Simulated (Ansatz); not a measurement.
The following input was run with Ansatz 0.2.0.

```yaml
crystal:
  lattice:
    - [-1.965643577, 1.965643577, 1.965643577]
    - [1.965643577, -1.965643577, 1.965643577]
    - [1.965643577, 1.965643577, -1.965643577]
  atoms:
    - { symbol: Pb, position: [0.0, 0.0, 0.0] }
basis:
  ecutwfc: 500
kpoints:
  mp_grid: { grid: [16, 16, 16] }
hamiltonian:
  xc: r2scan
scf:
  occupations: { method: gaussian, width: 0.1 }
output:
  forces: true
  stress: true
  eigenvalues: true
```

It can be run as
```bash
ansatz run input.yaml --threads 1 --pin off --backend cpu --events-out ev --progress --plain --runs-dir out  # memory cap (--max-ram) not shown
```

All numbers below come from DFT r2SCAN, scalar-relativistic, plane waves, PAW in Ansatz.

Part of what the program printed, abridged:

```
Pseudopotentials: kind: paw
Pseudopotential: Pb, paw, valence charge 14, recommended cutoff 500 eV (meta_gga)
Functional definition: r2SCAN
Crystal: 1 atom, lattice volume = 30.379 Å³
Basis set: ecut = 500 eV, 767 PW (Γ), exchange–correlation on 100×100×100 points (64 copies of the dense FFT grid, shifted against one another)
Bands: 11, of which v1, the nominal top of the filled ones, is band 7 counted from 1 (6 counted from 0)
Symmetry: 48 space group operations
Space group: Im-3m (ITA 229), of the structure as read, at distance tolerance 3.1e-5 Å
k-points: 145 of 4096
Initial density: superposition of atomic densities (neutral atoms: chi_scale 0, normalization atom), corrected by the library's trained network
Initial wavefunctions: pseudopotential atomic-orbital guess
Functional: x = r2scan, c = r2scan; τ floored in thin density (d = 2e-4 eV/Å³)
SCF iter   1: F=—  HF=-11920.814799 eV  |F-HF|=—  |Δ(HF+E_count)|=         —  Δρ=6.73e-3  dr2=9.14e-3  dr2_τ=7.25e-4  ethr=1.77e-3  ⟨swp⟩=5.8  Hψ=10847  notcnv=0
SCF iter   2: F=—  HF=-11920.815812 eV  |F-HF|=—  |Δ(HF+E_count)|=   1.01e-3  Δρ=1.59e-3  dr2=3.16e-4  dr2_τ=6.39e-5  ethr=6.53e-5  ⟨swp⟩=2.2  Hψ=4279  notcnv=0  defer=26
SCF iter   3: F=—  HF=-11920.816340 eV  |F-HF|=—  |Δ(HF+E_count)|=   5.28e-4  Δρ=6.54e-4  dr2=5.86e-5  dr2_τ=4.48e-6  ethr=2.26e-6  ⟨swp⟩=2.8  Hψ=2479  notcnv=0  defer=26
SCF iter   4: F=—  HF=-11920.816484 eV  |F-HF|=—  |Δ(HF+E_count)|=   1.44e-4  Δρ=4.51e-5  dr2=4.62e-7  dr2_τ=1.30e-8  ethr=4.18e-7  ⟨swp⟩=2.4  Hψ=2618  notcnv=0  defer=26
SCF iter   5: F=-11920.816485 eV  HF=-11920.816485 eV  |F-HF|=9.82e-9  |Δ(HF+E_count)|=   9.99e-7  Δρ=5.66e-6  dr2=6.16e-9  dr2_τ=9.70e-10  ethr=3.30e-9  ⟨swp⟩=2.0  Hψ=2543  notcnv=0  defer=26
SCF iter   6: F=-11920.816485 eV  HF=-11920.816485 eV  |F-HF|=2.02e-10  |Δ(HF+E_count)|=   1.49e-8  Δρ=4.83e-7  dr2=2.62e-11  dr2_τ=3.94e-12  ethr=4.40e-11  ⟨swp⟩=4.4  Hψ=7440  notcnv=0
SCF 1 converged in 6 iterations: F = -11920.816485 eV  dr2 = 2.62e-11
SCF converged after 6 iterations
Free energy (F): -11920.816485 eV
Harris-Foulkes:  -11920.816485 eV  (|F-HF|=2.02e-10)
Internal energy: -11920.814101 eV  (E = F + TS)
E sigma→0 (E₀):  -11920.815293 eV
Entropy (-TS):   -0.002384 eV (-2.384 meV/atom)
Fermi energy:    10.921741 eV
--- Per-component energies (eV) ---
  E_band       = -45.931391
  E_kinetic    = 288.673411
  E_local      = -1018.184035  (includes V_loc(G=0)·N_el)
  E_nonlocal   = 350.366685
  E_hartree    = 405.742474
  E_xc         = -207.974029
  E_vxc        = -144.951584  (∫ρ·V_xc dr)
  E_paw        = -10434.073757  (= ΣΔE_a)
  E_vpaw       = -344.049959  (= ΣTr[D̂ρ^β])
  E_aug_tail   = 0.000019  (compensation charges beyond the density's cutoff)
  E_vtau       = 10.729030  (kinetic-family band-sum trace: ∫τ·v_τ [+ j·A + Jᵃ·Aᵃ] dr)
  E_ewald      = -1306.330371
  E_core_change = 0.965502  (= ΣΔE_core)
  E_smearing   = -0.002384  (= −TS)
--- Forces (eV/Å), atoms counted from 1 ---
  atom   1  Pb     0.00000000     0.00000000     0.00000000
--- Stress (GPa, compression-positive) ---
        0.907385       0.000000       0.000000
        0.000000       0.907385       0.000000
        0.000000       0.000000       0.907385
  P = ⅓ Tr σ = 0.9074 GPa (9.074 kbar)
--- Band table (eV; the first three rows and the last of 145) ---
  k-point 0: bands = ["-6.9602", "-6.9602", "-6.9602", "-6.7053", "-6.7053", "-1.4030", "18.7995", "18.7995", "18.7995", "22.6727", "22.6727"]
  k-point 1: bands = ["-6.9636", "-6.9558", "-6.9452", "-6.7091", "-6.7057", "-1.3195", "17.9201", "18.5029", "18.6934", "22.0747", "22.4212"]
  k-point 2: bands = ["-6.9734", "-6.9448", "-6.9021", "-6.7194", "-6.7068", "-1.0690", "16.0917", "17.7899", "18.3840", "21.2268", "21.9327"]
  k-point 144: bands = ["-7.0156", "-7.0156", "-6.5856", "-6.5856", "-6.5856", "5.5893", "10.4124", "10.4124", "10.4124", "15.8861", "15.8861"]
```

Self-consistency was reached.

Spin–orbit coupling is left out, which can shift energies with elements as heavy as these.